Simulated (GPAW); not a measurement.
Set up this calculation in GPAW 26.7.0, as a Python script.

```
Task                : single point
Functional          : PBE
Potentials or basis : GPAW PAW data sets (gpaw-data 1.2.1)
Cutoff              : 600 eV
Basis               : pw
k mesh              : 10 × 10 × 7
Occupations         : fermi-dirac, width 0.05 eV
Spin                : collinear spin, ferromagnetic start
Starting moments    : [0.0, 3.0] μB
Maxiter             : 150
```

The structure of FePt (Tetraferroplatinum) lies in POSCAR:

```
FePt
1.0
    2.7235000000      0.0000000000      0.0000000000
    0.0000000000      2.7235000000      0.0000000000
    0.0000000000      0.0000000000      3.7200000000
Pt Fe
1 1
Direct
    0.5000000000      0.5000000000      0.5000000000
    0.0000000000      0.0000000000      0.0000000000
```

The input as run:

run.py

```python
from ase.io import read
from gpaw import PW
from gpaw.dft import DFT

atoms = read('POSCAR')
atoms.set_initial_magnetic_moments([0.0, 3.0])

dft = DFT(atoms,
          mode=PW(600),
          xc='PBE',
          kpts={'size': (10, 10, 7), 'gamma': True},
          occupations={'name': 'fermi-dirac', 'width': 0.05},
          nbands=24,
          convergence={'density': 1e-05, 'energy': 1e-05},
          maxiter=150,
          txt='gpaw.txt')
print(f'Energy: {dft.calculate_energy():.6f} eV')
print('Forces (eV/A):')
print(dft.calculate_forces().round(4))
print('Stress (eV/A^3):', dft.calculate_stress().round(6))
print('Moments:', dft.magmoms()[1].round(3))
dft.write_gpw_file('gs.gpw')
```

Potentials or basis: GPAW PAW data sets (gpaw-data 1.2.1), pw.

Command:

```sh
$ OMP_NUM_THREADS=1 python run.py
```

Results of the run:

```json
{
 "Pressure": "4.0 GPa",
 "Band gap on the k mesh": "none (metal or under the smearing width)",
 "Net moment": "3.28 μB per cell",
 "Site moments": "Pt +0.38; Fe +2.89 μB"
}
```

Wall time 2.3 min on 1 thread of Arm Neoverse N1 (shared host), peak memory 0.21 GiB.
